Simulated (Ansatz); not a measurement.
# MoS2: energy along a strain

MoS2, R-3m, a = 3.133 Å, c = 17.877 Å. This isn't the usual stable structure of the compound. Ansatz: PBE+D3(BJ), PAW, 420 eV, Γ-centred 18×18×18 mesh on 3 atoms, Gaussian smearing 0.15 eV; no spin polarisation. Cell vectors (Å): 1.567 0.905 5.959; -1.567 0.905 5.959; 0.000 -1.809 5.959. The cell is strained by x per cent times the pattern (1 1 0 0 0 0) in the order xx yy zz yz xz xy (engineering shears), with fractional coordinates held. y is the free energy over the start, V0 = 16.890 Å³/atom. Points with a strain past 8.5 % were computed too (5) and aren't used here.

```
x (%) y (meV/atom)
-7.50        224.47
-3.75         50.36
 0.00          0.00
 3.75         40.30
 7.50             ?
```

Q: Fit y = c2 x² + c3 x³ to the other rows, get the stiffness along the pattern, and predict the missing energy.

A: Least squares on the rows shown. y = 3.2336 x² − 0.10077 x³. The clamped-ion stiffness p·C·p = 2 × 32.34 eV × 160.2 / 16.890 Å³ = 613 GPa. At x = 7.50 the fit asked for gives 139.38 meV/atom. The run gave 148.90 meV/atom, so the fit is 9.52 meV/atom too low, 4.2 % of the span of the series, against an rms of 0.26 meV/atom on the fitted rows. The row lies outside the fitted range. With a term in x⁴ added, a fit to the same known rows (none to spare) predicts 143.99 meV/atom, which recovers part of the miss; the known rows don't hold the rest.

Cost: 10 runs of about 1.3 core-minutes in all, on AMD EPYC 9R45 (Zen 5) (shared hosts).